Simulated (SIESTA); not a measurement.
# TiSi: changing the Hubbard U on Ti d

Symmetry: Cmmm, No. 65, orthorhombic system. The conventional cell has a = 3.632 Å, b = 4.235 Å, c = 3.804 Å, α = 90.00°, β = 90.00°, γ = 90.00°. Ti (site symmetry mmm) has 8 Si at 2.63 to 2.85 Å and 4 Ti at 2.79 Å as nearest neighbours. Si (site symmetry mmm) has 8 Ti at 2.63 to 2.85 Å and 4 Si at 2.79 Å as nearest neighbours.

The cell comes from a database or a generator and needn't be the stable form of this composition.

Kept alike: task density of states; functional PBEsol; k mesh 8 × 8 × 5; occupations fermi-dirac, width 0.05 eV; no spin polarisation. Program: SIESTA, files PseudoDojo sr-pbesol-0.4.1-standard, DZP (energy shift 0.003 Ry; two zetas on semicore shells). The mesh is that of the run's cell of 2 atoms. No spin-orbit coupling.

| Hubbard U on Ti d, U (eV) | pressure (GPa) |
| --- | --- |
| 0 | -3.60 |
| 2 | 0.63 |
| 4 | 5.55 |
| 6 | 11.60 |

Pressure is positive in compression. U acts here on a shell without spin polarisation. For a metal such a mesh leaves the last digits unconverged. How U acts hangs on the program's projectors.

**Question.** What does the Hubbard U on Ti d change here?

**Answer.** The pressure rises from -3.60 to 11.60 GPa between 0 and 6 eV. U localises the shell and weakens its bonds, so the cell pushes outwards.
